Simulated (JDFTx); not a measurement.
Ti:

```
Ti
1.0
     2.95000    0.00000    0.00000
    -1.47500    2.55477    0.00000
     0.00000    0.00000    4.68000
Ti
2
Direct
  0.66667 0.33333 0.75000
  0.33333 0.66667 0.25000
```

- Program: JDFTx 1.7.0 (patched build)
- Task: single point
- Functional: PBE
- Potentials or basis: PseudoDojo-SR-PBE-0.5-standard
- Cutoff: 1143 eV
- Density cutoff: 4572 eV
- k mesh: 10 × 10 × 6
- Occupations: fermi-dirac, width 0.05 eV
- Spin: no spin polarisation

On this cell: pressure -1.3 GPa; largest force under 0.003 eV/Å; band gap on the k mesh none (metal or under the smearing width).

The same run follows on a disturbed copy (atoms moved at random, drawn with an rms of 0.05 Å):

```
CELL_PARAMETERS angstrom
2.95000 0.00000 0.00000
-1.47500 2.55477 0.00000
0.00000 0.00000 4.68000
ATOMIC_POSITIONS crystal
Ti 0.68616 0.32688 0.74849
Ti 0.33797 0.67291 0.24873
```

What does the disturbed cell give?

The energy (extrapolated to zero smearing) moves by +2.1 meV/atom; pressure -1.4 GPa; largest force 0.107 eV/Å; band gap on the k mesh none (metal or under the smearing width).

Forces in eV/Å, atoms in the order of the input:
```
Ti  -0.096  0.049  0.003
Ti   0.096 -0.049 -0.003
```

Stress tensor (GPa, compression positive):
```
-1.64  0.72  0.00
 0.72 -0.90  0.00
 0.00  0.00 -1.56
```

Caveats: forces may be off by hundredths of an eV/Å.
